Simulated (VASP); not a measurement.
This VASP 6.6.1 run on TiTe needs a look.

File INCAR:

```
SYSTEM = TiTe
PREC     = Accurate       ! precision mode
ENCUT    = 520            ! plane-wave cutoff, eV
EDIFF    = 1E-6           ! SCF threshold, eV
ISMEAR   = -1             ! smearing method
SIGMA    = 0.05           ! smearing width, eV
LREAL    = .False.        ! projectors in reciprocal space
LASPH    = .True.         ! aspherical terms in the spheres
NELM     = 78             ! most SCF steps
ALGO     = Fast           ! electronic algorithm
ISIF     = 2              ! what is computed and relaxed
LWAVE    = .False.        ! write WAVECAR
LCHARG   = .False.        ! write CHGCAR
GGA      = PE             ! functional
IBRION   = 2              ! ionic algorithm
NSW      = 30             ! ionic steps
EDIFFG   = -0.005         ! ionic threshold
IVDW     = 5              ! dispersion correction
```

Contents of KPOINTS:

```
Automatic mesh
0
Gamma
  8 8 8
  0 0 0
```

Contents of POSCAR:

```
TiTe
1.0
    0.0000000000      3.0500668100      3.0500668100
    2.9280641376      0.0000000000      3.0500668100
    2.9280641376      3.0500668100      0.0000000000
Ti Te
1 1
Direct
    0.5000000000      0.5000000000      0.5000000000
    0.0000000000      0.0000000000      0.0000000000
```

Potentials or basis: VASP PAW PBE potentials, release 64 (Ti_sv, Te).

Run with:

```console
$ cat potpaw_PBE.64/Ti_sv/POTCAR potpaw_PBE.64/Te/POTCAR > POTCAR
$ mpirun -np 1 vasp_std > vasp.out
```

OUTCAR:

```text
SYSTEM = TiTe
   PREC = Accurate
   ENCUT = 520
   EDIFF = 1E-6
   ISMEAR = -1
   LREAL = .False.
   LASPH = .True.
   NELM = 78
   ISIF = 2
   GGA = PE
   IBRION = 2
   NSW = 30
   EDIFFG = -0.005
   IVDW = 5

 ion  position               nearest neighbor table
   1  0.500  0.500  0.500-   2 2.93   2 2.93   2 3.05   2 3.05   2 3.05   2 3.05
   2  0.000  0.000  0.000-   1 2.93   1 2.93   1 3.05   1 3.05   1 3.05   1 3.05
[... 199 lines left out ...]

  FORCE on cell =-STRESS in cart. coord.  units (eV):
  Direction    XX          YY          ZZ          XY          YZ          ZX
  --------------------------------------------------------------------------------------
  -------------------------------------------------------------------------------------
  Total       -2.6284636     -3.4687105     -3.4687105      0.0000000      0.0000000     -0.0000000
  in kB      -77.3006717   -102.0115515   -102.0115515      0.0000000      0.0000000     -0.0000000
  external PRESSURE =     -93.7745915 kB  Pullay stress =       0.0000000 kB

 VOLUME and BASIS-vectors are now :
 -----------------------------------------------------------------------------
  energy-cutoff  :      520.00
  volume of cell :       54.48
      direct lattice vectors                 reciprocal lattice vectors
     0.000000000  3.050066810  3.050066810    -0.170761287  0.163930835  0.163930835
     2.928064138  0.000000000  3.050066810     0.170761287 -0.163930835  0.163930835
     2.928064138  3.050066810  0.000000000     0.170761287  0.163930835 -0.163930835

 POSITION                                       TOTAL-FORCE (eV/Angst)
 -----------------------------------------------------------------------------------
      2.92806      3.05007      3.05007         0.000000     -0.000000      0.000000
      0.00000      0.00000      0.00000         0.000000      0.000000     -0.000000
 -----------------------------------------------------------------------------------
    total drift:                               -0.000000     -0.000000      0.000000

  FREE ENERGIE OF THE ION-ELECTRON SYSTEM (eV)
  ---------------------------------------------------
  free  energy   TOTEN  =       -11.2990312168 eV

  energy  without entropy=      -11.2607301874  energy(sigma->0) =      -11.27988070

 reached required accuracy - stopping structural energy minimisation
```

On the terminal:

```text
POSCAR found type information on POSCAR TiTe
 POSCAR found :  2 types and       2 ions
[... 32 lines left out ...]
 search vector abs. value=  0.100E-09
 reached required accuracy - stopping structural energy minimisation
```

Task: Diagnose the run.

Result: The calculation finished and met its thresholds. The input holds a flaw that was put in on purpose: unknown dispersion method (IVDW = 5). The program doesn't stop on it, so the numbers can't be trusted though the run ends normally.
